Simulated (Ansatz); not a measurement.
## Ideal shear of a crystal plane in C

Computed with Ansatz, DFT LDA, scalar-relativistic, plane waves, PAW. The runs took a 420 eV cutoff, a Γ-centred 10×10×3 mesh and Gaussian smearing (0.05 eV). No spin polarisation. Energies are free energies at this smearing, counted from the undisturbed cell; pressure is positive in compression.

The starting cell (relaxed at this level):

```yaml
crystal:
  lattice:
    - [-2.49129, 0.00000, 0.00000]
    - [-1.24565, -2.15752, 0.00000]
    - [1.24565, 0.71917, 10.25388]
  atoms:
    - { symbol: C, position: [0.02482, 0.02482, 0.87416] }
    - { symbol: C, position: [0.97518, 0.97518, 0.72524] }
    - { symbol: C, position: [0.10870, 0.10870, 0.12579] }
    - { symbol: C, position: [0.89130, 0.89130, 0.47361] }
    - { symbol: C, position: [0.15837, 0.15837, 0.27480] }
    - { symbol: C, position: [0.84163, 0.84163, 0.32460] }
    - { symbol: C, position: [0.37486, 0.37486, 0.92429] }
    - { symbol: C, position: [0.62514, 0.62514, 0.67511] }
    - { symbol: C, position: [0.42532, 0.42532, 0.07567] }
    - { symbol: C, position: [0.57468, 0.57468, 0.52373] }
```

The cut lies on the cell's a–b face, a (0 0 1) plane (indices in the standard cell, whose axes needn't be the Cartesian ones shown) of area 5.38 Å², between layers 1.55 Å apart. Vector c is tilted by f times 1·a + 1·b (length 4.315 Å) with the atoms' Cartesian places fixed: one unrelaxed fault a cell. The traction is dγ/du, the slope of γ against the slip u in Å.

```csv
f,γ (mJ/m²),traction (GPa)
0.0000,0,0.0
0.0833,1453,80.7
0.1667,5651,147.0
0.2500,11253,144.9
0.3333,13893,0.0
0.4167,13040,-30.1
0.5000,12468,-0.8
0.5833,12997,29.6
0.6667,13840,0.0
0.7500,11235,-143.7
0.8333,5649,-146.9
0.9167,1453,-80.7
```

Q: Read off the first barrier and the stress needed to climb it, and compare with Frenkel's sinusoid.

A: The first sampled maximum lies at f = 0.333, a slip of 1.44 Å, with γ ≈ 13893 mJ/m², which stands in for the unstable fault energy γ_us, and the steepest sampled slope before it is 147.0 GPa. A sinusoid γ = γ_us sin²(πu/λ) with its maximum there has λ = 2.88 Å and a largest slope πγ_us/λ = 151.7 GPa (1 mJ/m² per Å = 0.01 GPa). The stand-in is too high: a rotation axis of order three or more passes through this point, so the curvature is the same in every direction of the plane and the point is a peak of the γ-surface, which slip goes round.

Q: Is there a metastable fault on this line?

A: The samples dip to a local minimum of 12468 mJ/m² at f = 0.500. It lies off the rotation axes, between two maxima that lie on them, so it is most likely the pass between two peaks of the γ-surface: a saddle for slip across the line, a better estimate of γ_us, and no metastable fault.

The cut is rigid; relaxing the faces lowers these energies and usually the stresses.

The gap closes along the scan, which can put kinks into the curve.

Cost: 12 runs of about 1.7 core-minutes in all, on Intel Xeon Platinum 8259CL (Skylake/Cascade Lake) (shared hosts).